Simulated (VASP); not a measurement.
## Si in VASP 6.6.1, single-point calculation

INCAR

```
GGA = PE
EDIFF = 0.001
ENCUT = 520
ISYM = 3
LREAL = .FALSE.
NELM = 50
NBANDS = 16
IBRION = -1
LCHARG = .FALSE.
ISMEAR = -1
LASPH = .TRUE.
SIGMA = 0.02
PREC = Accurate
ISIF = 2
NSW = 0
LWAVE = .FALSE.
```

KPOINTS

```
KPOINTS created by Atomic Simulation Environment
0
Gamma
12 12 4
0 0 0
```

POSCAR

```
Si
 1.0000000000000000
     3.8321295590073570    0.0000000000000000    0.0000000000000000
    -1.9160647795036785    3.3187215486936292    0.0000000000000000
     0.0000000000000000    0.0000000000000000    6.5314533663000001
 Si
   4
Cartesian
 -0.0000000000000000  2.2124810324624193  0.0130495894801826
  1.9160647795036783  1.1062405162312097  3.2787762726301830
 -0.0000000000000000  2.2124810324624193  2.4362454228823172
  1.9160647795036783  1.1062405162312097  5.7019721060323176
```

The recommended PBE PAW datasets give the neutral cell 16 valence electrons.

Command

```
mpirun -np 1 vasp_std
```

Q: Predict the outcome of this run.

A: VASP stopped with an error.

OSZICAR

```
N       E                     dE             d eps       ncg     rms          rms(c)
DAV:   1     0.263487992216E+02    0.26349E+02   -0.60180E+03  1824   0.820E+02
DAV:   2    -0.200168453666E+02   -0.46366E+02   -0.42321E+02  2464   0.122E+02
DAV:   3    -0.219331170124E+02   -0.19163E+01   -0.18984E+01  2504   0.228E+01
DAV:   4    -0.219566636679E+02   -0.23547E-01   -0.23540E-01  2280   0.320E+00
DAV:   5    -0.219570762377E+02   -0.41257E-03   -0.41254E-03  2520   0.409E-01
```

Standard output (part)

```
POSCAR found type information on POSCAR Si
 POSCAR found :  1 types and       4 ions
 LDA part: xc-table for (Slater+PW92), standard interpolation
 POSCAR, INCAR and KPOINTS ok, starting setup
 WAVECAR not read
 entering main loop
|                     _     ____    _    _    _____     _                     |
|                    | |   | |_) | | |  | | | |  __    | |                    |
|                    |_|   |  _ <  | |  | | | | |_ |   |_|                    |
|                     _    | |_) | | |__| | | |__| |    _                     |
|     internal error in CHECK_FULL_KPOINTS: KPOINTS_FULL not properly         |
|     initialised                                                             |
|     If you are not a developer, you should not encounter this problem.      |
|     Please submit a bug report.                                             |
```
